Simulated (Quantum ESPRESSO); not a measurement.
P, a slab with vacuum:

```
P
1.0
     3.28373    0.00000    0.00000
     0.00000   34.85703    0.00000
     0.00000    0.00000    4.63208
P
4
Direct
  0.50000 0.97026 0.90785
  0.50000 0.02974 0.09215
  0.00000 0.02974 0.40785
  0.00000 0.97026 0.59215
```

Base run:

* Program: Quantum ESPRESSO 7.5
* Functional: LDA
* Potentials or basis: GBRV 1.5 LDA
* Cutoff: 612 eV
* Density cutoff: 4898 eV
* k mesh: 8 × 1 × 6
* Occupations: fermi-dirac, width 0.05 eV
* Spin: no spin polarisation

Its results: band gap on the k mesh 0.85 eV, direct; largest force 0.180 eV/Å.

Q: The run is repeated on the same cell with these changes: functional from LDA to r2SCAN; potentials or basis from GBRV 1.5 LDA to SG15 PBE 1.2; cutoff from 612 eV to 599 eV; density cutoff from 4898 eV to 2395 eV. What comes out?

A: Band gap on the k mesh 1.08 eV, direct; largest force 0.238 eV/Å.

Caveats: some levels on the path didn't converge (some runs); the potentials were made for another functional, which shifts forces and pressure (some runs).
